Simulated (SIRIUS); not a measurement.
# Nb (P-1) in SIRIUS: single point with PBE

Aim: the single point of Nb with PBE.

Program: SIRIUS 7.10.0. These are calculated values, not measurements. Logs are shortened: lines on timing, memory, paths and dates and some standing lists are left out, and cuts for length are marked. The log counts tension as positive stress, the text compression.

**1. The cell of the first run**

The typed cell holds 2 atoms: a = 3.340 Å, b = 3.412 Å, c = 3.303 Å, α = 89.16°, β = 91.02°, γ = 89.50°.

**2. Single point, PBE (atoms moved at random, drawn with an rms of 0.05 Å)**

sirius.json reads:

```json
{
  "control": {
    "processing_unit": "cpu",
    "verbosity": 2,
    "num_bands_to_print": 21,
    "print_forces": true,
    "print_stress": true
  },
  "parameters": {
    "electronic_structure_method": "pseudopotential",
    "xc_functionals": ["XC_GGA_X_PBE", "XC_GGA_C_PBE"],
    "gk_cutoff": 9.1,
    "pw_cutoff": 18.2,
    "ngridk": [8, 8, 8],
    "shiftk": [0, 0, 0],
    "smearing": "fermi_dirac",
    "smearing_width": 0.0018374661,
    "num_bands": 21,
    "num_mag_dims": 0,
    "num_dft_iter": 100,
    "energy_tol": 1e-08,
    "density_tol": 1e-06
  },
  "iterative_solver": {
    "type": "davidson",
    "min_tolerance": 1e-09,
    "tolerance_scale": [0.1, 0.25]
  },
  "mixer": {
    "type": "anderson",
    "beta": 0.7,
    "max_history": 8
  },
  "settings": {
    "tol_ne": 1e-10,
    "pseudo_grid_cutoff": 6.5
  },
  "unit_cell": {
    "lattice_vectors": [
      [-0.028206354492, -6.310950398452, 0.055799549549],
      [-6.447575707536, -0.028206354492, -0.046784629969],
      [-0.046784629969, 0.055799549549, -6.24132840937]
    ],
    "atom_coordinate_units": "lattice",
    "atom_types": ["Nb"],
    "atom_files": {
      "Nb": "Nb.json"
    },
    "atoms": {
      "Nb": [
        [0.500766, 0.497782, 0.512477],
        [0.993932, -0.003204, 1.013483]
      ]
    }
  }
}
```

Potentials or basis: PseudoDojo 0.4.1 PBE standard (scalar relativistic).

On the command line:

```
upf_to_json Nb.upf
OMP_NUM_THREADS=1 sirius.scf --input=sirius.json --output=out.json --task=0
```

The program printed:

```text
[info] SIRIUS version : 7.10.0
[info] number of MPI ranks           : 1
[info] MPI grid                      : 1 1
[info] maximum number of OMP threads : 1
[fft] FFT context for density and potential
[fft] =====================================
[fft]   comm size                             : 1
[fft]   plane wave cutoff                     : 18.2
[fft]   grid size                             : 40 40 40   total : 64000
[fft]   grid limits                           : -19 20   -19 20   -19 20
[fft]   number of G-vectors within the cutoff : 12916
[fft]   local number of G-vectors             : 12916
[fft]   number of G-shells                    : 12916
[fft] FFT context for coarse grid
[fft] =====================================
[fft]   comm size                             : 1
[fft]   plane wave cutoff                     : 18.2
[fft]   grid size                             : 40 40 40   total : 64000
[fft]   grid limits                           : -19 20   -19 20   -19 20
[fft]   number of G-vectors within the cutoff : 12916
[fft]   local number of G-vectors             : 12916
[fft]   number of G-shells                    : 12916
[unit cell] lattice vectors
[unit cell]   a1 :      -0.0282063545     -6.3109503985      0.0557995495
[unit cell]   a2 :      -6.4475757075     -0.0282063545     -0.0467846300
[unit cell]   a3 :      -0.0467846300      0.0557995495     -6.2413284094
[unit cell] reciprocal lattice vectors
[unit cell]   b1 :       0.0044207418     -0.9956992487     -0.0089350197
[unit cell]   b2 :      -0.9745761683      0.0044207418      0.0073448884
[unit cell]   b3 :       0.0073448884     -0.0089350197     -1.0068413474
[unit cell] unit cell volume :       253.92271423 [a.u.^3]
[unit cell] 1/sqrt(omega)    :         0.06275513
[unit cell] MT volume        :         0.00000000 ( 0.00%)
[unit cell] IT volume        :       253.92271423 (100.00%)
[unit cell] number of atom types : 1
[unit cell] type id : 0 symbol : Nb mt_radius :  16.790000 num_atoms : 2
[unit cell] total number of atoms : 2
[unit cell] number of symmetry classes : 1
[unit cell] number of PAW atoms : 0
[unit cell] atom id  type id  class id             position                      vector_field
[unit cell] ------------------------------------------------------------------------------------------
[unit cell]      0        0        0      0.50077   0.49778   0.51248      0.00000   0.00000   0.00000
[unit cell]      1        0        0      0.99393  -0.00320   1.01348      0.00000   0.00000   0.00000
[unit cell] atom id         position (Cartesian, a.u.)
[unit cell] ---------------------------------------------
[unit cell]      0      -3.247588   -3.145754   -3.193883
[unit cell]      1      -0.054793   -6.216013   -6.269869
[unit cell] class id : 0 atom id : 0 1
[unit cell] minimum bond length:     5.392785
[unit cell] total number of pseudo wave-functions: 20
[sym] space group number   : 2
[sym] international symbol : P-1
[sym] Hall symbol          : -P 1
[sym] space group transformation matrix :
[sym]  -0.0000  0.0000 -1.0000
[sym]  -1.0000 -0.0000  0.0000
[sym]  -0.0000  1.0000 -0.0000
[sym] space group origin shift :
[sym]   0.7630  0.7473  0.7527
[sym] number of space group operations  : 2
[sym] number of magnetic group operations : 2
[sym] metric tensor error: 0.0000e+00
[sym] rotation matrix error: 2.2204e-16
[sym] symmetry operations
[... list of symmetry operations ...]
[atom type] label          : Nb
[... 244 lines left out ...]
[diagonalize] iterative solver tolerance (occupied, empty): 2.24621e-09 2.24621e-09
[diagonalize] average number of iterations: 2.97308
[diagonalize] Lowest band energies
[diagonalize] ik:    0   -1.371072   -1.358083   -0.499197   -0.496853   -0.495106   -0.468117   -0.467658   -0.465437    0.414098    0.499030    0.501759    0.632771    0.643732    0.650142    0.736384    0.751157    0.818077    0.819993    0.832667    0.933343    0.951264
[diagonalize] ik:    1   -1.370504   -1.358495   -0.498121   -0.496573   -0.494213   -0.469976   -0.468931   -0.466957    0.425369    0.505948    0.510253    0.633164    0.647061    0.648997    0.726660    0.750471    0.784277    0.791165    0.814826    0.923469    0.983676
[diagonalize] ik:    2   -1.368919   -1.359707   -0.496769   -0.494004   -0.491222   -0.476004   -0.471947   -0.470558    0.456468    0.524470    0.532242    0.634031    0.646629    0.661623    0.688773    0.731403    0.739285    0.763965    0.787529    0.866014    1.073821
[diagonalize] ik:    3   -1.366637   -1.361614   -0.494865   -0.488825   -0.486611   -0.483726   -0.476633   -0.475483    0.499020    0.549096    0.554146    0.639175    0.641037    0.652039    0.685283    0.687731    0.696354    0.752723    0.781360    0.818142    1.173245
[diagonalize] ik:    4   -1.364382   -1.363713   -0.490675   -0.490365   -0.483434   -0.481823   -0.481811   -0.480343    0.536850    0.537557    0.590289    0.597220    0.656974    0.657823    0.666680    0.667328    0.713131    0.720702    0.791530    0.798950    1.150405
[diagonalize] ...
[diagonalize] ik:  255   -1.363841   -1.363085   -0.511205   -0.510318   -0.481534   -0.480035   -0.468013   -0.466595    0.498231    0.498404    0.572227    0.574606    0.700244    0.708325    0.736800    0.742716    0.766294    0.772920    0.846171    0.851616    1.041361
[diagonalize] ik:  256   -1.363724   -1.363025   -0.509534   -0.508718   -0.482727   -0.481341   -0.469610   -0.468303    0.509333    0.509521    0.571304    0.573054    0.680513    0.688063    0.740545    0.746251    0.767189    0.773303    0.872267    0.877603    1.028353
[diagonalize] ik:  257   -1.363428   -1.362892   -0.504768   -0.504158   -0.485552   -0.484487   -0.474164   -0.473155    0.538688    0.538896    0.570934    0.571127    0.644047    0.650580    0.750529    0.755519    0.769531    0.774177    0.927430    0.931893    0.998871
[diagonalize] ik:  258   -1.363092   -1.362800   -0.497633   -0.497345   -0.488258   -0.487671   -0.480973   -0.480378    0.572696    0.572969    0.574353    0.576494    0.611075    0.616328    0.762195    0.765407    0.772736    0.775261    0.970484    0.973947    0.989970
[diagonalize] ik:  259   -1.362872   -1.362841   -0.490392   -0.490365   -0.489156   -0.489081   -0.487939   -0.487775    0.584581    0.585328    0.588586    0.588717    0.593721    0.594270    0.767847    0.768072    0.775763    0.775965    0.959805    0.960329    1.042367
[find] Charges and magnetic moments
[find] --------------------------------------------------------------------------------
[find] total charge          : 26.000000
[find] Energy
[find] --------------------------------------------------------------------------------
[find] valence_eval_sum               :      -5.62435924
[find] <rho|V^{XC}>                   :     -19.70734002
[find] <rho|E^{XC}>                   :     -26.08989511
[find] <mag|B^{XC}>                   :       0.00000000
[find] <rho|V^{H}>                    :      30.89763052
[find] one-electron contribution      :     -16.81464974 (Ha),     -33.62929948 (Ry)
[find] hartree contribution           :      15.44881526
[find] xc contribution                :     -26.08989511
[find] ewald contribution             :     -97.11460907
[find] PAW contribution               :       0.00000000
[find] smearing (-TS)                 :      -0.00095824
[find] SCF correction                 :      -0.00001372
[find] Total energy                   :    -124.57035238 (Ha),    -249.14070476 (Ry)
[find] Free energy (E-TS)             :    -124.57131062 (Ha),    -249.14262124 (Ry)
[find] band gap (eV)                  :       0.00000000
[find] Efermi                         :       0.62820815
[find] iteration : 10, RMS : 1.227804726632e-07, energy difference : -3.253617819610e-09
[find] Hartree energy of density residual : 1.901071930290e-12
[find] bands are converged : true
[find] iterative solver converged : true
[find] converged after 11 SCF iterations!
[find] Charges and magnetic moments
[find] --------------------------------------------------------------------------------
[find] total charge          : 26.000000
[find] Energy
[find] --------------------------------------------------------------------------------
[find] valence_eval_sum               :      -5.62435924
[find] <rho|V^{XC}>                   :     -19.70734002
[find] <rho|E^{XC}>                   :     -26.08989511
[find] <mag|B^{XC}>                   :       0.00000000
[find] <rho|V^{H}>                    :      30.89763052
[find] one-electron contribution      :     -16.81464974 (Ha),     -33.62929948 (Ry)
[find] hartree contribution           :      15.44881526
[find] xc contribution                :     -26.08989511
[find] ewald contribution             :     -97.11460907
[find] PAW contribution               :       0.00000000
[find] smearing (-TS)                 :      -0.00095824
[find] SCF correction                 :      -0.00001372
[find] Total energy                   :    -124.57035238 (Ha),    -249.14070476 (Ry)
[find] Free energy (E-TS)             :    -124.57131062 (Ha),    -249.14262124 (Ry)
[find] band gap (eV)                  :       0.00000000
[find] Efermi                         :       0.62820815
[ground_state] === stress tensor components [kbar] ===
[ground_state] === stress_kin ===
[ground_state] -27957.600527    9.478458   14.654459
[ground_state]     9.478458-28000.137013  -22.658296
[ground_state]    14.654459  -22.658296-28002.091278
[ground_state] === stress_har ===
[ground_state] -5918.655962  102.255428  154.315121
[ground_state]   102.255428-5962.643650 -167.204677
[ground_state]   154.315121 -167.204677-6018.626317
[ground_state] === stress_ewald ===
[ground_state] 37586.497093  231.694580  353.360853
[ground_state]   231.69458037522.322311 -384.033343
[ground_state]   353.360853 -384.03334337414.003841
[ground_state] === stress_vloc ===
[ground_state] 14036.889511 -340.815398 -516.262025
[ground_state]  -340.81539814157.684954  564.514650
[ground_state]  -516.262025  564.51465014314.536504
[ground_state] === stress_xc ===
[ground_state] -7111.189130    0.706222    1.059759
[ground_state]     0.706222-7111.519547   -1.206600
[ground_state]     1.059759   -1.206600-7111.691090
[ground_state] === stress_core ===
[ground_state] 14602.104603   -0.008590   -0.016299
[ground_state]    -0.00859014602.032106    0.145675
[ground_state]    -0.016299    0.14567514601.581497
[ground_state] === stress_nonloc ===
[ground_state] -25159.729362   -4.366956   -6.260454
[ground_state]    -4.366956-25157.897600    5.958210
[ground_state]    -6.260454    5.958210-25154.405264
[ground_state] === stress_us_nl ===
[ground_state] -25159.729362   -4.366956   -6.260454
[ground_state]    -4.366956-25157.897600    5.958210
[ground_state]    -6.260454    5.958210-25154.405264
[ground_state] === stress_total ===
[ground_state]    78.316226   -1.056257    0.851415
[ground_state]    -1.056257   49.841560   -4.484380
[ground_state]     0.851415   -4.484380   43.307894
[ground_state] ==== total Forces in Ha/bohr =====
[ground_state] atom:    0, force:       0.0005186      0.0029026     -0.0003364
[ground_state] atom:    1, force:      -0.0005186     -0.0029026      0.0003364
[ground_state] ==== ultrasoft contribution from Qij =====
[ground_state] atom:    0, force:       0.0000000      0.0000000      0.0000000
[ground_state] atom:    1, force:       0.0000000      0.0000000      0.0000000
[ground_state] ==== non-local contribution from Beta-projector =====
[ground_state] atom:    0, force:      -0.0002983     -0.0032846      0.0001968
[ground_state] atom:    1, force:       0.0002983      0.0032846     -0.0001968
[ground_state] ==== contribution from local potential =====
[ground_state] atom:    0, force:      -0.0165792     -0.1115664      0.0124981
[ground_state] atom:    1, force:       0.0165792      0.1115664     -0.0124981
[ground_state] ==== contribution from core density =====
[ground_state] atom:    0, force:       0.0000454      0.0003826     -0.0000360
[ground_state] atom:    1, force:      -0.0000454     -0.0003826      0.0000360
[ground_state] ==== Ewald forces from ions =====
[ground_state] atom:    0, force:       0.0173505      0.1173705     -0.0129952
[ground_state] atom:    1, force:      -0.0173505     -0.1173705      0.0129952
[~DFT_ground_state] local op. applied: 133630
[~DFT_ground_state] evp. work count: 26144.4
[~DFT_ground_state] number of iterative solver steps: 8427
```

Run time: 4.4 min. Hardware: 1 thread of Arm Neoverse V2, shared host; peak memory 1.4 GiB.

Results:

```
Free energy            : -3389.7580 eV
Pressure               : -5.7 GPa
Largest force          : 0.153 eV/Å
Band gap on the k mesh : none (metal or under the smearing width)
```

Forces on the atoms (eV/Å):
```
Nb   0.027  0.149 -0.017
Nb  -0.027 -0.149  0.017
```

Stress tensor (GPa, compression positive):
```
-7.83  0.11 -0.09
 0.11 -4.98  0.45
-0.09  0.45 -4.33
```
